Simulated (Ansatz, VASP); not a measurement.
Two plane-wave programs on As

```
As
1.0
     2.70368    0.00000    0.00000
     0.00000    2.70368    0.00000
     0.00000    0.00000    2.70368
As
1
Cartesian
  1.3518 1.3518 1.3518
```

This isn't the form of As at room conditions, which is rhombohedral.

Alike in both runs: task single point; functional PBE; k mesh 18 × 18 × 18; occupations gaussian, width 0.15 eV; no spin polarisation.

```csv
,VASP,Ansatz
version,VASP 6.6.1,Ansatz 0.2.0
potentials or method,"VASP PAW PBE potentials, release 64 (As)","scalar-relativistic, plane waves, PAW"
plane-wave cutoff (eV),520,420
valence electrons in the cell,5,15
```

Ansatz gave:

* gap on the k mesh at the Fermi level (eV): none
* pressure (GPa): 2.6

Problem. Estimate VASP's values.

Solution. gap on the k mesh at the Fermi level (eV): none; pressure (GPa): 2.8.

A gap of «none» marks a metal or a gap that the smearing closes. The two sets of potentials don't hold the same shells in valence.
